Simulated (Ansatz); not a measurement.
# TiC (Fm-3m) in Ansatz: single point with PBEsol

Aim: the single point of TiC with PBEsol.

Program: Ansatz 0.2.0. These are calculated values, not measurements. Logs are shortened: lines on timing, memory, paths and dates and some standing lists are left out, and cuts for length are marked.

## 1. The structure

The structure is cubic, space group Fm-3m (No. 225). Conventional cell: a = 4.331 Å, b = 4.331 Å, c = 4.331 Å, α = 90.00°, β = 90.00°, γ = 90.00°. Ti (site symmetry m-3m) has 6 C at 2.17 Å as nearest neighbours. C (site symmetry m-3m) has 6 Ti at 2.17 Å as nearest neighbours.

The cell is a database's computed one.

## 2. Single point, PBEsol

File input.yaml:

```yaml
crystal:
  lattice:
    - [0.0, 2.1657188437, 2.1657188437]
    - [2.1657188437, 0.0, 2.1657188437]
    - [2.1657188437, 2.1657188437, 0.0]
  atoms:
    - { symbol: Ti, position: [0.0, 0.0, 0.0] }
    - { symbol: C, position: [0.5, 0.5, 0.5] }
kpoints:
  mp_grid: { grid: [7, 7, 7] }
scf:
  occupations: { method: fermi_dirac, width: 0.03 }
hamiltonian:
  xc: pbesol
  pseudopotentials: { kind: all_electron, lapw: { basis_error: 0.001 } }
output:
  forces: true
  stress: true
  eigenvalues: true
```

Potentials or basis: all-electron LAPW, scalar-relativistic.

Started as:

```
$ ansatz run input.yaml --threads 1 --pin off --max-ram 3072MiB --backend cpu --events-out ev --progress --plain --runs-dir out
```

The program printed:

```text
Warning: RAYON_NUM_THREADS=1 ignored (pool sized by the plan → 1); use --threads N
LAPW: plane waves up to 9.053 Å⁻¹, error target 1.0e-3 eV per atom; small_component_spin mean_spin; C in spheres of 0.940 Å, 6 of its electrons in bands, Dirac shells []; Ti in spheres of 1.226 Å, 18 of its electrons in bands, Dirac shells [] (how accurate: hamiltonian.pseudopotentials.lapw.basis_error, Limitations)
Engine: ansatz 0.2.0, aarch64-unknown-linux-gnu
Pseudopotentials: kind: all_electron
Pseudopotential: Ti, LAPW, valence charge 18, lapw/all_electron/scalar/gaussian/Ti, Koelling and Harmon's equation, gaussian nucleus
Pseudopotential: C, LAPW, valence charge 6, lapw/all_electron/scalar/gaussian/C, Koelling and Harmon's equation, gaussian nucleus
Functional definition: PBEsol
  exchange = pbesol_x
  correlation = pbesol_c
Crystal: 2 atoms, lattice volume = 20.316 Å³
Basis set: ecut = 312.2696593459794 eV, 259 PW (Γ), exchange–correlation at level 2
Bands: 16, of which v1, the nominal top of the filled ones, is band 12 counted from 1 (11 counted from 0)
Symmetry: 48 space group operations
Space group: Fm-3m (ITA 225), of the structure as read, at distance tolerance 2.7e-5 Å
k-points: 20 of 343
Non-local potential: Ti, projectors of the file, none
Non-local potential: C, projectors of the file, none
Initial density: superposition of atomic densities (chi_scale 0.1, normalization cell, long waves kept (reshape's long-wave potential 0.00 eV rms))
Initial wavefunctions: plane waves of lowest kinetic energy (no species holds an atomic orbital)
Functional: x = pbesol(κ = 0.804, μ = 0.12345679012345678), c = pbesol(β = 0.046)
iter 1 solved again at ethr=2.46e-2 eV; its pass at ethr=1.00e-1 eV (dr2=5.91e0 eV) is discarded
SCF iter   1: F=—  HF=-24244.226826 eV  |F-HF|=—  |Δ(HF+E_count)|=         —  Δρ=1.53e-1  dr2=5.91e0  ethr=2.46e-2  ⟨swp⟩=2.0  Hψ=1995  notcnv=0
preconditioner: auto → none  [insulator: Δε(μ)=0.782 eV  Ē_g=20.517 eV  σ=0.030 eV  W_gap=0.83  n_scr=8 (ndim 8)  ℏωp=30.8 eV  f_vac=0.000  D(μ)=0.49/eV (n_scr^D=0)  ε∞_Penn≈3.3]
SCF iter   2: F=—  HF=-24245.147498 eV  |F-HF|=—  |Δ(HF+E_count)|=   9.21e-1  Δρ=1.73e-1  dr2=7.33e0  ethr=2.46e-2  ⟨swp⟩=3.0  Hψ=1033  notcnv=0
iter 3 solved again at ethr=5.34e-4 eV; its pass at ethr=2.46e-2 eV (dr2=1.28e-1 eV) is discarded
SCF iter   3: F=—  HF=-24242.073439 eV  |F-HF|=—  |Δ(HF+E_count)|=    3.07e0  Δρ=2.66e-2  dr2=1.29e-1  ethr=5.34e-4  ⟨swp⟩=2.0  Hψ=1638  notcnv=0
SCF iter   4: F=—  HF=-24242.011182 eV  |F-HF|=—  |Δ(HF+E_count)|=         —  Δρ=1.04e-2  dr2=1.45e-2  ethr=5.34e-4  ⟨swp⟩=3.0  Hψ=1064  notcnv=0
the basis was enlarged: its passes take 82.7 KiB over the memory plan, 1 of 1 planned eigensolver slots
SCF iter   5: F=—  HF=-24242.012883 eV  |F-HF|=—  |Δ(HF+E_count)|=   1.70e-3  Δρ=7.06e-3  dr2=1.22e-2  ethr=6.04e-5  ⟨swp⟩=2.0  Hψ=991  notcnv=0
SCF iter   6: F=—  HF=-24242.008778 eV  |F-HF|=—  |Δ(HF+E_count)|=   4.10e-3  Δρ=3.23e-3  dr2=2.50e-3  ethr=5.10e-5  ⟨swp⟩=2.0  Hψ=897  notcnv=0
SCF iter   7: F=—  HF=-24242.007504 eV  |F-HF|=—  |Δ(HF+E_count)|=   1.27e-3  Δρ=9.95e-4  dr2=2.14e-4  ethr=1.04e-5  ⟨swp⟩=2.0  Hψ=924  notcnv=0
SCF iter   8: F=—  HF=-24242.007289 eV  |F-HF|=—  |Δ(HF+E_count)|=   2.15e-4  Δρ=2.68e-4  dr2=1.35e-5  ethr=8.90e-7  ⟨swp⟩=2.0  Hψ=912  notcnv=0
SCF iter   9: F=—  HF=-24242.007267 eV  |F-HF|=—  |Δ(HF+E_count)|=   2.25e-5  Δρ=3.04e-5  dr2=1.64e-7  ethr=5.62e-8  ⟨swp⟩=2.9  Hψ=936  notcnv=0
SCF iter  10: F=-24242.007266 eV  HF=-24242.007266 eV  |F-HF|=4.11e-10  |Δ(HF+E_count)|=   3.11e-7  Δρ=7.06e-7  dr2=6.96e-11  ethr=6.84e-10  ⟨swp⟩=3.0  Hψ=959  notcnv=0
SCF 1 converged in 10 iterations: F = -24242.007266 eV  dr2 = 6.96e-11
SCF converged after 10 iterations
Free energy (F): -24242.007266 eV
Harris-Foulkes:  -24242.007266 eV  (|F-HF|=4.11e-10)
Internal energy: -24242.004482 eV  (E = F + TS)
E sigma→0 (E₀):  -24242.005874 eV
Entropy (-TS):   -0.002784 eV (-1.392 meV/atom)
Fermi energy:    14.930031 eV
--- Per-component energies (eV) ---
  E_band       = -3137.364228
  E_kinetic    = 24456.077225
  E_xc         = -1264.737868
  E_electrostatic = -47433.343840  (all electrons and nuclei)
  E_smearing   = -0.002784  (= −TS)
  E_closure    = 0.000000  (closes the sum)
  E_atoms      = -24223.322356  (free atoms, spherical and without spin; not in F)
  Σ components = -24242.007266   (vs F -24242.007266, Δ=0.00e0)
  Basis errors (estimates in eV, not in F): energy 3.0e-4 per atom: plane waves 2.6e-4 (1.4e-4 summed), levels above the bands 1.9e-29, relativity 8.4e-9, radial functions 4.3e-5, core shells 2.2e-7; eigenvalues (radial functions only) 3.1e-6; not estimated: angular momenta, meshes, grids; target (lapw.basis_error) 1.0e-3; muffin-tin radii C 0.940 Å, Ti 1.226 Å
--- Forces (eV/Å), atoms counted from 1 ---
  atom   1  Ti    -0.00000000     0.00000000     0.00000000
  atom   2  C      0.00000000    -0.00000000    -0.00000000
  max |Σ_I F_I| component: 8.22e-31 eV/Å
--- Stress (GPa, compression-positive) ---
       -6.682085       0.000000      -0.000000
        0.000000      -6.682085       0.000000
       -0.000000       0.000000      -6.682085
  P = ⅓ Tr σ = -6.6821 GPa (-66.821 kbar)
--- Band table (eV; the first three rows and the last of 20) ---
  k-point 0: bands = ["-422.7502", "-422.7502", "-422.7502", "-248.3207", "-41.2722", "-17.4112", "-17.4112", "-17.4112", "2.6513", "15.6892", "15.6892", "15.6892", "16.7300", "16.7300", "16.7300", "16.7570"]
  k-point 1: bands = ["-422.7502", "-422.7502", "-422.7502", "-248.3207", "-41.2581", "-17.5103", "-17.4205", "-17.4205", "3.1083", "14.0965", "14.5184", "14.5184", "16.1875", "16.1875", "17.3659", "19.1299"]
  k-point 2: bands = ["-422.7502", "-422.7502", "-422.7502", "-248.3207", "-41.2263", "-17.7276", "-17.4414", "-17.4414", "4.3330", "11.6673", "13.0176", "13.0176", "17.0159", "17.0159", "18.0475", "21.4484"]
  k-point 19: bands = ["-422.7502", "-422.7502", "-422.7502", "-248.3207", "-41.1738", "-17.7410", "-17.7188", "-17.5611", "5.6001", "11.4343", "11.7719", "12.7036", "17.3553", "17.9677", "18.7449", "20.3747"]
```

Run time: 3.9 s. Hardware: 1 thread of Arm Neoverse V1, shared host; peak memory 0.24 GiB.

What came out:

```yaml
Free_energy: -24242.0073 eV
Pressure: -6.7 GPa
Band_gap_on_the_k_mesh: none (metal or under the smearing width)
```

Levels at points of the mesh, in eV from the Fermi level:
| k point | band 8 | band 9 | band 10 | band 11 | band 12 | band 13 | band 14 | band 15 | band 16 |
| --- | --- | --- | --- | --- | --- | --- | --- | --- | --- |
| (0.00, 0.00, 0.00) | -32.34 | -12.28 | 0.76 | 0.76 | 0.76 | 1.80 | 1.80 | 1.80 | 1.83 |

Caveat: the k mesh is thin for a metal, which can move the energy by tens of meV per atom.
